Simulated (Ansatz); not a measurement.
Which YAML input does this script hand to the engine? (Ansatz 0.2.0 through its Python package)

The script, `aln_elastic.py`:
```python
import warnings

import ansatz as az
import numpy as np


def main() -> None:
    warnings.simplefilter("ignore", az.DeckWarning)

    aln = (
        az.Lattice.from_parameters(3.312116, 3.312116, 4.187563, alpha=90.0, beta=90.0, gamma=120.0)
        .atom("Al", (1 / 3, 2 / 3, 0.75))
        .atom("Al", (2 / 3, 1 / 3, 0.25))
        .atom("N", (1 / 3, 2 / 3, 0.25))
        .atom("N", (2 / 3, 1 / 3, 0.75))
    )

    calc = (
        aln.calculation()
        .occupations(az.OccupationsMethod.FIXED)
        .basis(380, xc_grid=1)
        .functional("r2scan")
        .kpoints(8, 8, 6)
    )
    res = calc.elastic("relaxed-ion").run()
    elastic = res.elastic

    print("C_ij (GPa), Voigt order xx yy zz yz xz xy")
    for row in elastic.c_gpa:
        print(" ".join(f"{value:8.1f}" for value in row))
    print("smallest eigenvalue of C:", round(elastic.stability.min_eigenvalue_gpa, 1), "GPa; tensor positive definite:", elastic.stability.min_eigenvalue_gpa > 0)
    if elastic.stability.min_eigenvalue_gpa > 0:
        m = elastic.moduli
        print(f"K = {m.k_hill_gpa:.1f}, G = {m.g_hill_gpa:.1f}, E = {m.youngs_gpa:.1f} GPa, Poisson ratio {m.poisson:.3f}, K/G = {m.k_hill_gpa / m.g_hill_gpa:.2f}")
        S = np.linalg.inv(elastic.c_gpa)
        print("Young modulus along x, y, z (GPa):", np.round(1 / np.diag(S)[:3], 1))
        print("linear compressibility along x, y, z (1/TPa):", np.round(1000 * S[:3, :3].sum(axis=1), 2))


if __name__ == "__main__":
    main()
```

```console
$ python aln_elastic.py
C_ij (GPa), Voigt order xx yy zz yz xz xy
   367.8    167.7    135.7     -0.0     -0.0      0.0
   167.7    367.8    135.7      0.0      0.0     -0.0
   135.1    135.1    269.2     -0.0     -0.0     -0.0
     0.0      0.0     -0.0    215.0     -0.0     -0.0
     0.0     -0.0     -0.0      0.0    215.0      0.0
    -0.0      0.0      0.0      0.0      0.0    100.1
smallest eigenvalue of C: 100.1 GPa; tensor positive definite: True
K = 205.5, G = 132.9, E = 328.0 GPa, Poisson ratio 0.234, K/G = 1.55
Young modulus along x, y, z (GPa): [266.7 266.7 200.7]
linear compressibility along x, y, z (1/TPa): [1.24 1.24 2.47]
```

`input.yaml`:
```yaml
crystal:
  lattice:
    a: 3.312116
    b: 3.312116
    c: 4.187563
    alpha: 90.0
    beta: 90.0
    gamma: 120.0
  atoms:
    - { symbol: Al, position: [0.3333333333333333, 0.6666666666666666, 0.75] }
    - { symbol: Al, position: [0.6666666666666666, 0.3333333333333333, 0.25] }
    - { symbol: "N", position: [0.3333333333333333, 0.6666666666666666, 0.25] }
    - { symbol: "N", position: [0.6666666666666666, 0.3333333333333333, 0.75] }
basis:
  ecutwfc: 380.0
  xc_grid: 1
kpoints:
  mp_grid:
    grid: [8, 8, 6]
hamiltonian:
  xc: r2scan
scf:
  occupations:
    method: fixed
elastic:
  mode: relaxed_ion
```

Notes:
- The settings weren't tested for convergence.
- The cutoff lies under the one recommended for these potentials.
- Under the recommended cutoff a pressure can be off by several GPa, even in sign.
- With fixed filling the reported Fermi level is the top filled level among the k-points of the SCF.
- A positive definite tensor excludes instabilities under uniform strain alone; phonons elsewhere in the zone can still be imaginary.
- xc_grid=1 is under the default for a meta-GGA and makes forces and stresses depend on the grid.
- This cell is a computed structure, which may not be the phase found in nature.
- The constants belong to the cell that was strained; where it wasn't relaxed first it may be under stress.
- The script silences the warnings on its input, which a real study should read.
- Wall time of the script: 78 s on 1 thread of Intel(R) Xeon(R) Processor @ 2.30GHz (shared host), peak memory 0.54 GiB.
